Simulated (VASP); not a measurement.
Write the native input for VASP 6.6.1 that does the following.

| Quantity | Value |
| --- | --- |
| Task | band structure |
| Functional | LDA |
| Potentials or basis | VASP PAW LDA potentials, release 64 (Ga_d, N) |
| Cutoff | 520 eV |
| k mesh | 8 × 8 × 8 |
| Occupations | gaussian, width 0.02 eV |
| Spin | spin-orbit coupling, no magnetisation |
| Ladder | gaps |
| Further INCAR settings | ALGO = Normal; EDIFF = 1e-06 |

GaN:

```
Ga N
1.0
     0.00000    2.25350    2.25350
     2.25350    0.00000    2.25350
     2.25350    2.25350    0.00000
Ga N
1 1
Cartesian
  0.0000 0.0000 0.0000
  1.1268 1.1268 1.1268
```

The cell is a database's computed one.

These files were run (other wordings do the same):

POSCAR

```
GaN
1.0
    0.0000000000      2.2535006075      2.2535006075
    2.2535006075      0.0000000000      2.2535006075
    2.2535006075      2.2535006075      0.0000000000
Ga N
1 1
Direct
    0.0000000000      0.0000000000      0.0000000000
    0.2500000000      0.2500000000      0.2500000000
```

INCAR.step1

```
ALGO     = Normal         # electronic algorithm
EDIFF    = 1E-6           # SCF threshold, eV
ENCUT    = 520            # plane-wave cutoff, eV
GGA      = CA             # functional
GGA_COMPAT= False        
ISIF     = 2              # what is computed and relaxed
ISMEAR   = 0              # smearing method
KPAR     = 2            
LASPH    = True           # aspherical terms in the spheres
LCHARG   = True           # write CHGCAR
LORBIT   = 11             # projections on sites
LREAL    = False          # projectors in reciprocal space
LSORBIT  = True           # spin-orbit coupling
LWAVE    = False          # write WAVECAR
MAGMOM   = 0 0 0 0 0 0    # initial moments
NELM     = 60             # most SCF steps
PREC     = Accurate       # precision mode
SIGMA    = 0.02           # smearing width, eV
```

KPOINTS.step1

```
k-points
0
Gamma
  8 8 8
```

INCAR.step2

```
ALGO     = Normal         # electronic algorithm
EDIFF    = 1E-6           # SCF threshold, eV
ENCUT    = 520            # plane-wave cutoff, eV
GGA      = CA             # functional
GGA_COMPAT= False        
ICHARG   = 11             # starting density
ISIF     = 2              # what is computed and relaxed
ISMEAR   = 0              # smearing method
KPAR     = 2            
LASPH    = True           # aspherical terms in the spheres
LCHARG   = False          # write CHGCAR
LORBIT   = 11             # projections on sites
LREAL    = False          # projectors in reciprocal space
LSORBIT  = True           # spin-orbit coupling
LWAVE    = False          # write WAVECAR
MAGMOM   = 0 0 0 0 0 0    # initial moments
NELM     = 60             # most SCF steps
PREC     = Accurate       # precision mode
SIGMA    = 0.05           # smearing width, eV
```

KPOINTS.step2

```
path GXWKGLUWLK,UX
15
line-mode
reciprocal
 0.0000000000  0.0000000000  0.0000000000  G
 0.5000000000  0.0000000000  0.5000000000  X

 0.5000000000  0.0000000000  0.5000000000  X
 0.5000000000  0.2500000000  0.7500000000  W

 0.5000000000  0.2500000000  0.7500000000  W
 0.3750000000  0.3750000000  0.7500000000  K

 0.3750000000  0.3750000000  0.7500000000  K
 0.0000000000  0.0000000000  0.0000000000  G

 0.0000000000  0.0000000000  0.0000000000  G
 0.5000000000  0.5000000000  0.5000000000  L

 0.5000000000  0.5000000000  0.5000000000  L
 0.6250000000  0.2500000000  0.6250000000  U

 0.6250000000  0.2500000000  0.6250000000  U
 0.5000000000  0.2500000000  0.7500000000  W

 0.5000000000  0.2500000000  0.7500000000  W
 0.5000000000  0.5000000000  0.5000000000  L

 0.5000000000  0.5000000000  0.5000000000  L
 0.3750000000  0.3750000000  0.7500000000  K

 0.6250000000  0.2500000000  0.6250000000  U
 0.5000000000  0.0000000000  0.5000000000  X
```

Potentials or basis: VASP PAW LDA potentials, release 64 (Ga_d, N).

Run with:

```sh
$ cat potpaw_LDA.64/Ga_d/POTCAR potpaw_LDA.64/N/POTCAR > POTCAR
$ cp INCAR.step1 INCAR
$ cp KPOINTS.step1 KPOINTS
$ mpirun -np 2 vasp_ncl > vasp.out
$ cp INCAR.step2 INCAR
$ cp KPOINTS.step2 KPOINTS
$ mpirun -np 2 vasp_ncl > vasp.out
```

It took 29 s on 2 MPI ranks on Intel(R) Xeon(R) 6975P-C (Granite Rapids), on a shared host, peak memory 0.24 GiB a rank.
